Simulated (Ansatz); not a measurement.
## Al2Cu: moving Cu off its site

Al2Cu, Fm-3m, a = 5.726 Å. The structure is a Materials Project entry; whether it is the stable form wasn't checked. Ansatz: PBEsol, PAW, 420 eV, Γ-centred 8×8×8 mesh on 12 atoms, Gaussian smearing 0.15 eV; no spin polarisation.

```yaml
crystal:
  lattice:
    - [0.00000, 0.00000, 5.72603]
    - [-4.04926, 4.04926, 0.00000]
    - [-4.04926, -4.04926, 0.00000]
  atoms:
    - { symbol: Al, position: [0.25000, 0.75000, 0.25000] }
    - { symbol: Al, position: [0.75000, 0.25000, 0.25000] }
    - { symbol: Al, position: [0.25000, 0.25000, 0.75000] }
    - { symbol: Al, position: [0.75000, 0.75000, 0.75000] }
    - { symbol: Al, position: [0.25000, 0.25000, 0.25000] }
    - { symbol: Al, position: [0.75000, 0.75000, 0.25000] }
    - { symbol: Al, position: [0.25000, 0.75000, 0.75000] }
    - { symbol: Al, position: [0.75000, 0.25000, 0.75000] }
    - { symbol: Cu, position: [0.00000, 0.50000, 0.00000] }
    - { symbol: Cu, position: [0.50000, 0.00000, 0.00000] }
    - { symbol: Cu, position: [0.00000, 0.00000, 0.50000] }
    - { symbol: Cu, position: [0.50000, 0.50000, 0.50000] }
```

Atom 9 (Cu) moves by x along the unit vector (0.000, 0.000, 1.000), with its periodic images; all else is held. y is the free energy of the cell over the start, F the force along the path summed over the moved atoms. Symmetry makes y even in x.

| x (Å) | y (meV) | F (eV/Å) |
| --- | --- | --- |
| -0.600 | ? | ? |
| -0.360 | 560.5 | 3.06 |
| -0.120 | 63.1 | 1.05 |
| 0.000 | 0.0 | 0.00 |
| 0.180 | 141.8 | -1.57 |
| 0.240 | 251.4 | -2.08 |
| 0.300 | 391.3 | -2.58 |
| 0.420 | 757.8 | -3.51 |
| 0.480 | 981.4 | -3.93 |
| 0.540 | 1228.9 | -4.31 |

Task: Fit y = c2 x² + c4 x⁴ to the energies of the other rows, give the force constant, and predict energy and force of the missing row.

Result: Least squares on the rows shown. y = 4411.9 x² − 671.92 x⁴. The force constant is 2 c2 = 8.82 eV/Å² (for all images moving together, not for a lone atom). The force −dy/dx at the missing row is 4.71 eV/Å (computed 4.63). At x = -0.600 the fit asked for gives 1501.2 meV. The run gave 1497.5 meV, so the fit is 3.7 meV too high, a small miss on the scale of the series.